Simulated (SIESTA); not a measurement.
The system is Pt.

```xyz
1
Lattice="0.0000 1.9609 1.9609 1.9609 0.0000 1.9609 1.9609 1.9609 0.0000" Properties=species:S:1:pos:R:3 pbc="T T T"
Pt    0.0000    0.0000    0.0000
```

| Property | Result |
| --- | --- |
| Program | SIESTA 5.4.2 |
| Task | relaxation of cell and atoms |
| Functional | PBE |
| Potentials or basis | PseudoDojo 0.4 standard (PBE files) |
| Basis | TZDP (energy shift 0.002 Ry) |
| Grid cutoff | 800 Ry |
| Energy shift | 0.002 Ry |
| k mesh | 12 × 12 × 12 |
| Occupations | fermi-dirac, width 0.05 eV |
| Spin | no spin polarisation |

At the start: pressure 14.2 GPa; volume 15.08 Å³/atom.

Problem. How do energy, volume and symmetry change on relaxing?

Solution. Over 4 steps the energy falls by 33.8 meV/atom and the volume is 15.88 Å³/atom (+5.3 %); space group Fm-3m (No. 225, to 0.05 Å).

The path:
```csv
step,energy change (eV),largest force (eV/Å),pressure (GPa),volume (Å³)
1,0.0000,0.0000,14.18,15.08
2,-0.0042,0.0000,13.26,15.13
3,-0.0337,0.0000,-0.28,15.90
4,-0.0338,0.0000,0.06,15.88
```

Final structure:
```
Pt
1.0
     0.00001    1.99502    1.99502
     1.99502    0.00001    1.99502
     1.99502    1.99502    0.00001
Pt
1
Direct
  0.00000 0.00000 0.00000
```

Caveat: semicore shells carry a single zeta, which can move pressures by several GPa and volumes by a few percent; the basis of atomic orbitals isn't converged, which shifts pressures, moduli and gaps.
